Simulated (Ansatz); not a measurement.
## SiC: changing the strain (εzz = s)

```
Si C
1.0
     0.00000    2.17900    2.17900
     2.17900    0.00000    2.17900
     2.17900    2.17900    0.00000
Si C
1 1
Cartesian
  0.0000 0.0000 0.0000
  3.2685 3.2685 3.2685
```

Kept alike: task single point; functional PBEsol; k mesh 9 × 9 × 9; occupations fermi-dirac, width 0.05 eV; no spin polarisation. Program: Ansatz, Ansatz PAW, cutoff 420 eV. The mesh is that of the run's cell of 2 atoms. No spin-orbit coupling.

```csv
s,free energy over the lowest row (meV/atom)
-0.01,1.14
0,0.00
0.01,1.35
0.02,5.20
```

The cell shown is the unstrained one; x, y and z are its Cartesian axes; atoms keep their fractions. All rows use potentials made for PBE.

**Question.** What does the strain (εzz = s) change here?

**Answer.** The free energy is lowest at 0, and 5.20 meV an atom higher at 0.02.
